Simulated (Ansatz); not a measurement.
# MgS (Fm-3m), stationary points along a deformation path

Computed with DFT PBEsol, scalar-relativistic, plane waves, PAW (Ansatz). Cutoff 420 eV, Γ-centred 8×8×8 k-points, Gaussian smearing of 0.05 eV. No spin polarisation. Energies are free energies at this smearing, counted from the undisturbed cell; pressure is positive in compression.

Zero of the scan (as given, not relaxed at this level; it stands at -0.9 GPa):

```
Mg S
1.0
     0.00000    2.60165    2.60165
     2.60165    0.00000    2.60165
     2.60165    2.60165    0.00000
Mg S
1 1
Direct
  0.00000 0.00000 0.00000
  0.50000 0.50000 0.50000
```

At fixed volume and fractional coordinates, lengths along (0.577, 0.577, 0.577) are scaled against those across it; ρ is that ratio over its starting value. V = 17.609 Å³/atom. Δσ is the stress along the axis less the mean stress across it (compression positive).

```
    ρ  ΔE (meV/atom)  Δσ (GPa) space group
0.500          601.3      0.00        Pm-3m
0.600          525.5     12.34         R-3m
0.710          320.0     19.05         R-3m
0.850           89.7     13.84         R-3m
0.930           19.4      7.08         R-3m
1.000            0.0      0.00        Fm-3m
1.080           24.6     -8.98         R-3m
1.200          149.0    -23.70         R-3m
1.410          581.1    -47.58         R-3m
1.700         1190.5    -37.76         R-3m
2.000         1541.0    -22.21         R-3m
```

Problem. How does the stress give the slope of the energy, and where is the energy stationary?

Solution. Along the path d ln(length) is 2/3 d ln ρ on the axis and −1/3 d ln ρ across it, so dE/d ln ρ = −(2/3) V Δσ: the energy falls with ρ where Δσ is positive. Δσ vanishes or changes sign at ρ = 0.500 (Pm-3m, an end of the scan), at 601.3 meV/atom; at ρ = 1.000 (Fm-3m), a minimum at 0.0 meV/atom. Pairs of stationary points between two samples would go unseen, and could change a minimum read from distant neighbours into a maximum. At ρ = 0.500, 1.000 the cell is cubic, where symmetry alone makes the stress isotropic and the slope zero.

Problem. Which shear constant sets the curvature at ρ = 1?

Solution. For a cubic crystal E/V = (2/3) C (ln ρ)² with C = C44, so Δσ = −2C ln ρ. The parabola of Δσ against ln ρ through ρ = 0.930, 1 and 1.080 gives C ≈ 53 GPa with the ions clamped, rough because the steps are large. It is the stress–strain coefficient at this cell's pressure of -0.9 GPa, not the zero-pressure constant.

The gap closes along the scan, which can put kinks into the curve.